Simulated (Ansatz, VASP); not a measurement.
## Bi in VASP and in Ansatz

File INCAR:

```
PREC     = Accurate       # precision mode
ENCUT    = 520            # plane-wave cutoff, eV
EDIFF    = 1E-7           # SCF threshold, eV
ISMEAR   = -1             # smearing method
SIGMA    = 0.1            # smearing width, eV
LREAL    = False          # projectors in reciprocal space
LASPH    = True           # aspherical terms in the spheres
NELM     = 80             # most SCF steps
ALGO     = Normal         # electronic algorithm
ISIF     = 2              # what is computed and relaxed
LWAVE    = False          # write WAVECAR
LCHARG   = False          # write CHGCAR
GGA      = PE             # functional
NBANDS   = 22             # bands
```

KPOINTS

```
regular mesh
0
Gamma
  12 12 6
```

POSCAR

```
Bi
1.0
    3.6339545408      0.0000000000      0.0000000000
   -1.8169772704      3.1470969485      0.0000000000
    0.0000000000      0.0000000000      5.9740293242
Bi
2
Direct
    0.3333333333      0.6666666667      0.2500000000
    0.6666666667      0.3333333333      0.7500000000
```

Input for Ansatz:

```yaml
crystal:
  lattice:
    - [3.6339545408, 0.0, 0.0]
    - [-1.8169772704, 3.1470969485, 0.0]
    - [0.0, 0.0, 5.9740293242]
  atoms:
    - { symbol: Bi, position: [0.3333333333, 0.6666666667, 0.25] }
    - { symbol: Bi, position: [0.6666666667, 0.3333333333, 0.75] }
hamiltonian:
  xc: pbe
  pseudopotentials:
    kind: paw
    azcp:
      Bi: "pseudopotentials/Bi.paw.azcp"
basis:
  ecutwfc: 420
  fft_grid_basis: typed
kpoints:
  mp_grid: { grid: [12, 12, 6], shift: [0, 0, 0] }
magnetization:
  spin_polarized: false
scf:
  occupations: { method: fermi_dirac, width: 0.1 }
  lower_state_search: "off"
output:
  stress: true
```

Alike in both runs: task single point; functional PBE; k mesh 12 × 12 × 6; occupations fermi-dirac, width 0.1 eV; no spin polarisation.

```csv
,VASP,Ansatz
version,VASP 6.6.1,Ansatz 0.2.0
potentials or method,"VASP PAW PBE potentials, release 64 (Bi_d)","plane waves (420 eV) with PAW, scalar-relativistic"
plane-wave cutoff (eV),520,420
valence electrons in the cell,30,30
```

Ansatz gave:

```
pressure (GPa)                                  : -3.4
largest component of the traceless stress (GPa) : 0.56
```

Q: Which values does VASP return?

A: Pressure (GPa): -3.5; largest component of the traceless stress (GPa): 0.56.

With one functional, cell and mesh, what is left measures potentials, basis and numerics.
